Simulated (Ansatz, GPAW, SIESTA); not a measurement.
# One calculation of Rh, 4 ways

```xyz
4
Lattice="2.6917 0.0000 0.0000 -1.3459 2.3311 0.0000 0.0000 0.0000 8.7981" Properties=species:S:1:pos:R:3 pbc="T T T"
Rh    1.3459    0.7770    6.5986
Rh    0.0000    0.0000    4.3990
Rh    0.0000    1.5541    2.1995
Rh    0.0000    0.0000    0.0000
```

This isn't the form of Rh at room conditions, which is fcc.

Alike in all runs: task single point; functional PBEsol; k mesh 11 × 11 × 3; occupations fermi-dirac, width 0.05 eV; no spin polarisation; no spin-orbit coupling. Pressure is positive in compression and, in plane waves, holds the error of the finite cutoff, which Ansatz's Pulay term estimates and takes out.

```
                                                                                      program and potentials  plane-wave cutoff (eV)                                                                                                                            notes  pressure (GPa)
                                                                                          Ansatz, Ansatz PAW                     420  potentials made for PBE, which Ansatz adapts in part; 17 valence electrons an atom on average; Pulay term of +0.09 GPa included           -5.55
                                                              Ansatz, all-electron LAPW, scalar-relativistic                       -                                                                                                                                -           -5.56
SIESTA, files PseudoDojo sr-pbesol-0.4.1-standard, DZP (energy shift 0.003 Ry; two zetas on semicore shells)                       -                                                                            atomic basis; 17 valence electrons an atom on average           -1.22
                                                           GPAW, PAW data sets generated for this functional                     600                                                                                          15 valence electrons an atom on average           -3.29
```

The pressure spans -5.56 (Ansatz, all-electron LAPW, scalar-relativistic) to -1.22 GPa (SIESTA, files PseudoDojo sr-pbesol-0.4.1-standard, DZP (energy shift 0.003 Ry; two zetas on semicore shells)), with all-electron results at -5.56. Rows in atomic bases carry the error of their basis and grid, which can be large.

Differences between rows come from potentials, basis sets and numerical settings, since the functional is the same but for its coding. Runs on potential files found faulty are left out.

All four runs give a negative pressure, so this double-hcp cell is stretched relative to its PBEsol equilibrium volume and would contract if released. The size of the tension is less certain than its sign: the Ansatz PAW and all-electron values, -5.55 and -5.56 GPa, nearly coincide, while GPAW gives -3.29 and SIESTA -1.22 GPa.

Rhodium is a demanding case for such a comparison. Its 4d band is filled past the bonding states and into the antibonding ones, but the net d bonding is still strong and makes the close-packed metal very stiff, so a small shift in equilibrium volume becomes a pressure difference of several GPa. The spread therefore probably corresponds to only slight disagreement in lattice parameter. The number of valence electrons alone doesn't account for it, since SIESTA and Ansatz PAW treat equally many yet lie furthest apart among the potential-based runs; basis incompleteness may contribute in SIESTA. A single pressure doesn't show how the tension is divided between the close-packed planes and the stacking axis, so it can't tell whether the axial ratio is relaxed.
